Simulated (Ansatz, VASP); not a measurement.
## One calculation of CuO, two programs

INCAR

```
SYSTEM = CuO
PREC = Accurate
ENCUT = 520
EDIFF = 1E-7
ISMEAR = -1
SIGMA = 0.05
LREAL = .False.
LASPH = .True.
NELM = 60
ALGO = Normal
ISIF = 2
LWAVE = .False.
LCHARG = .False.
GGA = PE
NBANDS = 25
```

The input KPOINTS:

```
Automatic mesh
0
Gamma
  9 9 5
  0 0 0
```

File POSCAR:

```
CuO
1.0
    2.8795009639      0.0000000000      0.0000000000
    0.0390727580      2.8792794796      0.0000000000
    0.0174953863      0.0172449008      5.1763391994
Cu O
2 2
Direct
   -0.0130100000      0.5065550000     -0.0001290000
    0.4863870000      0.0009910000      0.5025370000
    0.9959260000     -0.0093790000      0.7470280000
    0.0000390000      0.9917150000      0.2500130000
```

input.yaml

```yaml
crystal:
  lattice:
    - [2.8795009639, 0.0, 0.0]
    - [0.039072758, 2.8792794796, 0.0]
    - [0.0174953863, 0.0172449008, 5.1763391994]
  atoms:
    - { symbol: Cu, position: [-0.01301, 0.506555, -0.000129] }
    - { symbol: Cu, position: [0.486387, 0.000991, 0.502537] }
    - { symbol: O, position: [0.995926, -0.009379, 0.747028] }
    - { symbol: O, position: [3.9e-05, 0.991715, 0.250013] }
hamiltonian:
  xc: pbe
  pseudopotentials: { kind: paw }
kpoints:
  mp_grid: { grid: [9, 9, 5] }
scf:
  occupations: { method: fermi_dirac, width: 0.05 }
output:
  forces: true
  stress: true
  eigenvalues: true
```

Change from the starting cell: atoms moved at random, drawn with an rms of 0.05 Å.

Alike in both runs: task single point; functional PBE; k mesh 9 × 9 × 5; occupations fermi-dirac, width 0.05 eV; no spin polarisation.

|  | VASP | Ansatz |
| --- | --- | --- |
| version | VASP 6.6.1 | Ansatz 0.2.0 |
| potentials or method | VASP PAW PBE potentials, release 64 (Cu, O) | Ansatz PAW |
| plane-wave cutoff (eV) | 520 | 420 |
| valence electrons in the cell | 34 | 50 |

Ansatz gave:

| Quantity | Value |
| --- | --- |
| gap on the k mesh at the Fermi level (eV) | none |
| pressure (GPa) | 6.1 |
| largest component of the traceless stress (GPa) | 1.01 |
| rms of the force components (eV/Å) | 0.348 |

**Question.** What did VASP give for the same quantities?

**Answer.** gap on the k mesh at the Fermi level (eV): none; pressure (GPa): 6.9; largest component of the traceless stress (GPa): 0.67; rms of the force components (eV/Å): 0.359.

Atom by atom the forces differ by 0.011 eV/Å (rms over components). A gap of «none» marks a metal or a gap that the smearing closes. The functional is the same, so the differences come from potentials, cutoffs and numerics. The two sets of potentials don't hold the same shells in valence.

Caveats: the run has no spin polarisation, though such a crystal can be magnetic; semilocal functionals often make such compounds metallic where correlation or magnetic order opens a gap, which also shifts bond lengths; the pressure holds a Pulay correction of +0.7 GPa for the finite cutoff (Ansatz).
